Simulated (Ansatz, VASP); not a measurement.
SnTe2: VASP beside Ansatz

POSCAR

```
SnTe2
1.0
    2.0883103896      1.2056865656      6.2909642815
   -2.0883103896      1.2056865656      6.2909642815
    0.0000000000     -2.4113731312      6.2909642815
Sn Te
1 2
Direct
    0.0000000000      0.0000000000      0.0000000000
    0.2413664391      0.2413664391      0.2413664391
    0.7586335609      0.7586335609      0.7586335609
```

Contents of INCAR.step1:

```
SYSTEM = SnTe2
PREC     = Accurate       ! precision mode
ENCUT    = 520            ! plane-wave cutoff, eV
ISMEAR   = -1             ! smearing method
SIGMA    = 0.02           ! smearing width, eV
LREAL    = .FALSE.        ! projectors in reciprocal space
LASPH    = .TRUE.         ! aspherical terms in the spheres
NELM     = 100            ! most SCF steps
NBANDS   = 20             ! bands
GGA      = PE             ! functional
ALGO     = Normal         ! electronic algorithm
EDIFF    = 1E-4           ! SCF threshold, eV
LWAVE    = .TRUE.         ! write WAVECAR
LCHARG   = .FALSE.        ! write CHGCAR
```

File INCAR.step2:

```
SYSTEM = SnTe2
PREC     = Accurate       ! precision mode
ENCUT    = 520            ! plane-wave cutoff, eV
EDIFF    = 1E-7           ! SCF threshold, eV
ISMEAR   = -1             ! smearing method
SIGMA    = 0.02           ! smearing width, eV
LREAL    = .FALSE.        ! projectors in reciprocal space
LASPH    = .TRUE.         ! aspherical terms in the spheres
NELM     = 100            ! most SCF steps
ALGO     = Normal         ! electronic algorithm
ISIF     = 2              ! what is computed and relaxed
LWAVE    = .FALSE.        ! write WAVECAR
LCHARG   = .FALSE.        ! write CHGCAR
METAGGA  = R2SCAN         ! meta-GGA
LMIXTAU  = .TRUE.       
NBANDS   = 20             ! bands
ISTART   = 1
```

Contents of KPOINTS:

```
Automatic mesh
0
G
  6 6 6
  0 0 0
```

Input for Ansatz:

```yaml
crystal:
  lattice:
    - [2.0883103896, 1.2056865656, 6.2909642815]
    - [-2.0883103896, 1.2056865656, 6.2909642815]
    - [0.0, -2.4113731312, 6.2909642815]
  atoms:
    - { symbol: Sn, position: [0.0, 0.0, 0.0] }
    - { symbol: Te, position: [0.2413664391, 0.2413664391, 0.2413664391] }
    - { symbol: Te, position: [0.7586335609, 0.7586335609, 0.7586335609] }
kpoints:
  mp_grid: { grid: [6, 6, 6] }
hamiltonian:
  xc: r2scan
scf:
  occupations: { method: fermi_dirac, width: 0.02 }
  n_extra_bands: 4
output:
  forces: true
  stress: true
  eigenvalues: true
```

The cell was built by a generator and needn't be a form met in nature.

Alike in both runs: task single point; functional r2SCAN; k mesh 6 × 6 × 6; occupations fermi-dirac, width 0.02 eV; no spin polarisation.

|  | VASP | Ansatz |
| --- | --- | --- |
| version | VASP 6.6.1 | Ansatz 0.2.0 |
| potentials or method | VASP PAW PBE potentials, release 64 (Sn_d, Te) | plane waves, PAW |
| plane-wave cutoff (eV) | 520 | 500 |
| valence electrons in the cell | 26 | 46 |

|  | VASP | Ansatz | Ansatz less VASP |
| --- | --- | --- | --- |
| pressure (GPa) | 1.0 | 0.9 | -0.03 |
| largest component of the traceless stress (GPa) | 0.06 | 0.05 | -0.006 |
| rms of the force components (eV/Å) | 0.005 | 0.012 | +0.0068 |

Atom by atom the forces differ by 0.007 eV/Å (rms over components). The functional is the same, so the differences come from potentials, cutoffs and numerics. The two sets of potentials don't hold the same shells in valence.

Caveats: the PAW data sets were made with another functional, which shifts forces and pressure a little (VASP). Spin-orbit coupling is left out, which matters for the levels of Te.
